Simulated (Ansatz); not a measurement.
# CdS: the cost of one run

Program: Ansatz 0.2.0. Level of theory: DFT PBEsol, scalar-relativistic, plane waves, PAW. These are calculated values, not measurements.

4 further runs of the same task are left out: 4 set aside as unsound or not needed.

## (1) The starting structure

Symmetry: F-43m, No. 216, cubic system. Conventional cell: a = 5.633 Å, b = 5.633 Å, c = 5.633 Å, α = 90.00°, β = 90.00°, γ = 90.00°. Around Zn (site symmetry -43m) lie 4 Se at 2.44 Å. Se (site symmetry -43m) has 4 Zn at 2.44 Å in its first shell of neighbours.

Coordinates:

```
Zn Se
1.0
     0.00000    2.81660    2.81660
     2.81660    0.00000    2.81660
     2.81660    2.81660    0.00000
Zn Se
1 1
Direct
  0.00000 0.00000 0.00000
  0.75000 0.75000 0.75000
```

This cell was relaxed beforehand with the same method: volume 22.34 Å³/atom, gap on the mesh 1.24 eV.

## (2) The film's bulk: CdS

Relaxed beforehand at this level: -4535.1115 eV/atom, gap on the mesh 1.01 eV.

Space group F-43m (No. 216). a = 5.824 Å, b = 5.824 Å, c = 5.824 Å, α = 90.00°, β = 90.00°, γ = 90.00°
```csv
atom,site,symmetry,x,y,z
Cd,4a,-43m,0.0000,0.0000,0.0000
S,4c,-43m,0.2500,0.2500,0.2500
```

Bulk energy of ZnSe, the base, on matching settings, from an earlier run: -4353.2272 eV/atom.

## (3) CdS strained to the base's plane

The (110) plane of CdS is fitted to the (110) plane of ZnSe, a strain of -3.3 % along x and -3.3 % along y; the third vector and the atoms relax.

Contents of input.yaml:

```yaml
crystal:
  lattice:
    - [3.9832742419, 0.0, 0.0]
    - [0.0, 5.6332004556, 0.0]
    - [1.991637121, -2.8166002278, 2.1432258028]
  atoms:
    - { symbol: Cd, position: [0.0, 0.0, 0.0] }
    - { symbol: S, position: [0.5, 0.75, 0.0] }
basis:
  ecutwfc: 420
kpoints:
  mp_grid: { grid: [7, 5, 12] }
hamiltonian:
  xc: pbesol
scf:
  occupations: { method: gaussian, width: 0.02 }
output:
  forces: true
  stress: true
  eigenvalues: true
relax:
  adjacent_minimum: "off"
  f_tol: 0.01
  max_steps: 50
  cell: { fix: [a, b, gamma], stress_tol: 0.1 }
```

The run is started by

```console
$ ansatz run input.yaml --threads 2 --pin off --max-ram 6144MiB --backend cpu --events-out ev --progress --plain --runs-dir out
```

**Question.** How long does this run take on 2 threads of Intel Xeon 6975P-C (Granite Rapids), shared host, and how much memory does it need?

About 18 s, with a peak of 0.57 GiB.
